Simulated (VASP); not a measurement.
A run of VASP 6.6.1 is set up as follows.

File INCAR:

```
SYSTEM = Ti
  PREC = Accurate
  ENCUT = 520
  EDIFF = 1E-7
  ISMEAR = -1
  SIGMA = 0.05
  LREAL = .False.
  LASPH = .True.
  NELM = 100
  ALGO = Normal
  ISIF = 2
  LWAVE = .False.
  LCHARG = .False.
  GGA = PE
  NBANDS = 12
```

The input KPOINTS:

```
Automatic mesh
0
Gamma
  11 11 11
  0 0 0
```

File POSCAR:

```
Ti
1.0
    0.0217680000      1.9986910000      2.0313150000
    2.0064570000      0.0029940000      2.0500890000
    2.0395050000      2.0505140000     -0.0300550000
Ti
1
Direct
   -0.0156700000      0.0038100000      0.0066290000
```

Potentials or basis: VASP PAW PBE potentials, release 64 (Ti_sv).

Run with:

```console
$ cat potpaw_PBE.64/Ti_sv/POTCAR > POTCAR
$ mpirun -np 1 vasp_std > vasp.out
```

(1) What does it give for the pressure?

(2) Estimate the band gap on the k mesh.

Answers

(1) 4.0 GPa.

(2) none (metal or under the smearing width).
